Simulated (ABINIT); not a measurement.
A run of ABINIT 10.8.3 (patched build) is set up as follows.

File run.abi:

```
# Pseudopotentials
pp_dirpath "./"
pseudos "Si.GGA_PBE-JTH.xml, C.GGA_PBE-JTH.xml"

# Structure
acell 3*1.0
rprim
     5.8127975593     0.0000000000     0.0000000000
    -2.9063987797     5.0340303534     0.0000000000
     0.0000000000     0.0000000000     9.5393374771
ntypat 2
znucl 14 6
natom 4
typat 1 1 2 2
xred
     0.6666666667     0.3333333333     0.5000000000
     0.3333333333     0.6666666667     0.0000000000
     0.6666666667     0.3333333333     0.8850000000
     0.3333333333     0.6666666667     0.3850000000

# Plane-wave basis
ecut 20.0
pawecutdg 40.0

# k points
kptopt 1
ngkpt 6 6 3
nshiftk 1
shiftk 0.0 0.0 0.0

# Exchange and correlation
ixc 11

# Bands and occupations
nband 12
occopt 3
tsmear 0.05 eV

# SCF cycle
nstep 100
tolvrs 1.0e-9

# Output
iomode 3
prtwf 0
prtden 0
prteig 0
prtebands 0
enunit 2
prtvol 2
```

Potentials or basis: JTH PAW PBE v2.0.

Command:

```console
$ abinit run.abi > log 2>&1
```

Question: What does it give for the band gap on the k mesh?

Answer: 2.33 eV, indirect (least direct gap 4.09 eV).

Question: What does it give for the pressure?

Answer: 3.2 GPa.

Forces in eV/Å, atoms in the order of the input:
```
Si   0.000  0.000  0.739
Si   0.000  0.000  0.739
C    0.000  0.000 -0.739
C    0.000  0.000 -0.739
```

Caveat: an odd mesh through Γ misses points on the zone boundary, where band edges often lie.
